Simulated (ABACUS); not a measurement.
ZrO2:

```
CELL_PARAMETERS angstrom
0.00000 2.54507 2.54507
2.54507 0.00000 2.54507
2.54507 2.54507 0.00000
ATOMIC_POSITIONS crystal
Zr 0.00000 0.00000 0.00000
O 0.75000 0.75000 0.75000
O 0.25000 0.25000 0.25000
```

Measurements of this composition are mostly on another form, of space group No. 14.

A run of ABACUS 3.10.1 on this cell left the log below. Logs are shortened: lines on timing, memory, paths and dates and some standing lists are left out, and cuts for length are marked.

```text
ABACUS v3.10.1

               Atomic-orbital Based Ab-initio Computation at UStc

 ------------------------------------------------------------------------------------

 READING GENERAL INFORMATION
                           global_out_dir = OUT.ZrO2/
                           global_in_card = INPUT
                               pseudo_dir = ./
                              orbital_dir = ./
                                    DSIZE = 4
                                    GSIZE = 1
[... 5 lines left out ...]

 READING ATOM TYPE 1
                               atom label = Zr
                      L=0, number of zeta = 4
                      L=1, number of zeta = 3
                      L=2, number of zeta = 3
                      L=3, number of zeta = 1
             number of atom for this type = 1

 READING ATOM TYPE 2
                               atom label = O
                      L=0, number of zeta = 3
                      L=1, number of zeta = 3
                      L=2, number of zeta = 2
                      L=3, number of zeta = 1
             number of atom for this type = 2

                        TOTAL ATOM NUMBER = 3
DIRECT COORDINATES
    atom                   x                   y                   z     mag                  vx                  vy                  vz
taud_Zr1            0.0000000000        0.0000000000        0.0000000000  0.0000        0.0000000000        0.0000000000        0.0000000000
taud_O1            0.7500000000        0.7500000000        0.7500000000  0.0000        0.0000000000        0.0000000000        0.0000000000
taud_O2            0.2500000000        0.2500000000        0.2500000000  0.0000        0.0000000000        0.0000000000        0.0000000000

                          Volume (Bohr^3) = 222.499
                             Volume (A^3) = 32.9708

 Lattice vectors: (Cartesian coordinate: in unit of a_0)
                   +0            +2.54507            +2.54507
             +2.54507                  +0            +2.54507
             +2.54507            +2.54507                  +0
 Reciprocal vectors: (Cartesian coordinate: in unit of 2 pi/a_0)
            -0.196458           +0.196458           +0.196458
[... 144 lines left out ...]

 SET NONLOCAL PSEUDOPOTENTIAL PROJECTORS
 SET NONLOCAL PSEUDOPOTENTIAL PROJECTORS
 max number of nonlocal projetors among all species is 6

 -------------------------------------------
 NONSELF-CONSISTENT
 -------------------------------------------

 SETUP SEARCHING RADIUS FOR PROGRAM TO SEARCH ADJACENT ATOMS
                  longest orb rcut (Bohr) = 8
   longest nonlocal projector rcut (Bohr) = 2.54
                     search radius (Bohr) = 21.1
              searching radius is (Bohr)) = 21.1
         searching radius unit is (Bohr)) = 1.89
                         PeriodicBoundary = 1
                        Radius(unit:lat0) = 11.2
                                   glayer = [ 5, 5, 5 ]
                             glayer_minus = [ 4, 4, 4 ]

Find the coordinate range of the input atom(unit:lat0).
                                  min_tau = [ -20.4, -20.4, -20.4 ]
                                  max_tau = [ 24.2, 24.2, 24.2 ]
                                BoxNumber = [ 9, 9, 9 ]

 SETUP EXTENDED REAL SPACE GRID FOR GRID INTEGRATION
                          real space grid = [ 45, 45, 45 ]
                 big cell numbers in grid = [ 15, 15, 15 ]
             meshcell numbers in big cell = [ 3, 3, 3 ]
                        extended fft grid = [ 22, 22, 22 ]
                dimension of extened grid = [ 60, 60, 60 ]
                            UnitCellTotal = 125
              Atom number in sub-FFT-grid = 3
    Local orbitals number in sub-FFT-grid = 93
                                ParaV.nnr = 172879
                                 init_chg = file
 try to read charge from file
 Read in the charge density: OUT.ZrO2//ZrO2-CHARGE-DENSITY.restart

 LCAO ALGORITHM --------------- ION=   1  ELEC=   1--------------------------------
[... levels at 102 k points of this process ...]

 Density error is 0.00000000000
----------------------------------------------------------
     Energy           Rydberg                 eV
----------------------------------------------------------
 E_KohnSham     -159.1773962511      -2165.7195818189
 E_KS(sigma->0) -159.1773962511      -2165.7195818189
 E_Harris       -159.1773962511      -2165.7195818189
 E_band         -4.4471165601        -60.5061248874
 E_one_elec     -25.4214668539       -345.8768007314
 E_Hartree      27.4561632538        373.5602654702
 E_xc           -26.0887810234       -354.9560757931
 E_Ewald        -135.1233116276      -1838.4469707646
 E_entropy(-TS) -0.0000000000        -0.0000000000
 E_descf        0.0000000000         0.0000000000
 E_exx          0.0000000000         0.0000000000
 E_Fermi        0.9754298913         13.2714045212
----------------------------------------------------------

 charge density convergence is achieved
 final etot is -2165.7195818 eV
 EFERMI = 13.271404521 eV

 STATE ENERGY(eV) AND OCCUPATIONS    NSPIN == 1
 1/102 kpoint (Cartesian) = 0.0000 0.0000 0.0000 (930 pws)
       1       -35.9729      0.0196078
       2       -13.7962      0.0196078
       3       -13.7962      0.0196078
       4       -13.7962      0.0196078
       5       -6.00833      0.0196078
       6       -3.44095      0.0196078
[... 134 lines left out ...]
      21        28.2164        0.00000
      22        32.0992        0.00000

[... levels at 96 further k points ...]

 --------------------------------------------
 !FINAL_ETOT_IS -2165.719581818900 eV
 --------------------------------------------

 Output bands in file: OUT.ZrO2/BANDS_1.dat
```

Problem. What input gives this log?

Solution. Band structure with PBE, no spin polarisation. The files as run (others can give the same):

INPUT
```
INPUT_PARAMETERS
suffix              ZrO2
calculation         nscf
basis_type          lcao
pseudo_dir          ./
orbital_dir         ./
symmetry            -1
dft_functional      pbe
ecutwfc             100.0
pseudo_rcut         10
nspin               1
nbands              22
ks_solver           genelpa
smearing_method     fd
smearing_sigma      0.00367493
scf_thr             1e-07
scf_nmax            100
mixing_type         broyden
mixing_beta         0.7
init_chg            file
out_band            1
```

STRU
```
ATOMIC_SPECIES
Zr 91.2240 Zr_ONCV_PBE-1.2.upf
O 15.9990 O_ONCV_PBE-1.2.upf

NUMERICAL_ORBITAL
Zr_confined-atom_8au_4s3p3d1f.orb
O_confined-atom_6au_3s3p2d1f.orb

LATTICE_CONSTANT
1.8897261246

LATTICE_VECTORS
0.0000000000 2.5450727058 2.5450727058
2.5450727058 0.0000000000 2.5450727058
2.5450727058 2.5450727058 0.0000000000

ATOMIC_POSITIONS
Direct

Zr
0.0
1
0.0000000000 0.0000000000 0.0000000000 1 1 1

O
0.0
2
0.7500000000 0.7500000000 0.7500000000 1 1 1
0.2500000000 0.2500000000 0.2500000000 1 1 1
```

KPT
```
K_POINTS
12
Line
0.00000000 0.00000000 0.00000000 10 // G
0.50000000 0.00000000 0.50000000 10 // X
0.50000000 0.25000000 0.75000000 10 // W
0.37500000 0.37500000 0.75000000 10 // K
0.00000000 0.00000000 0.00000000 10 // G
0.50000000 0.50000000 0.50000000 10 // L
0.62500000 0.25000000 0.62500000 10 // U
0.50000000 0.25000000 0.75000000 10 // W
0.50000000 0.50000000 0.50000000 10 // L
0.37500000 0.37500000 0.75000000 1 // K
0.62500000 0.25000000 0.62500000 10 // U
0.50000000 0.00000000 0.50000000 1 // X
```

Potentials or basis: SG15 ONCV 1.2 PBE, TZDP LCAO (the cutoffs set its grid).
Run with:
```bash
$ OMP_NUM_THREADS=1 mpirun -np 4 abacus > log
```

Caveat: the atomic orbitals were generated for these runs and aren't a published set; the density is read from an earlier self-consistent run, whose mesh may be coarse; the basis of atomic orbitals isn't converged, which shifts pressures, moduli and gaps.
